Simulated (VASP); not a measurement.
Crystal: SiC (Moissanite 3C).

```xyz
2
Lattice="0.0000 2.1790 2.1790 2.1790 0.0000 2.1790 2.1790 2.1790 0.0000" Properties=species:S:1:pos:R:3 pbc="T T T"
Si    0.0000    0.0000    0.0000
C     1.0895    1.0895    1.0895
```

Base run:

| Property | Result |
| --- | --- |
| Program | VASP 6.6.1 |
| Functional | PBE |
| Potentials or basis | VASP PAW PBE potentials, release 64 (Si, C) |
| Cutoff | 520 eV |
| k mesh | 10 × 10 × 10 |
| Occupations | gaussian, width 0.03 eV |
| Spin | no spin polarisation |

Its results: band gap on the k mesh 1.36 eV, indirect (least direct gap 4.54 eV); pressure 3.2 GPa.

Question: The run is repeated on the same cell with these changes: functional from PBE to HSE06. What comes out?

Answer: Band gap on the k mesh 2.25 eV, indirect (least direct gap 5.75 eV); pressure -1.8 GPa.

HSE06 gives the wider gap, since exact exchange removes part of the self-interaction.

Caveats: the PAW data sets were made with another functional, which shifts forces and pressure a little (some runs).
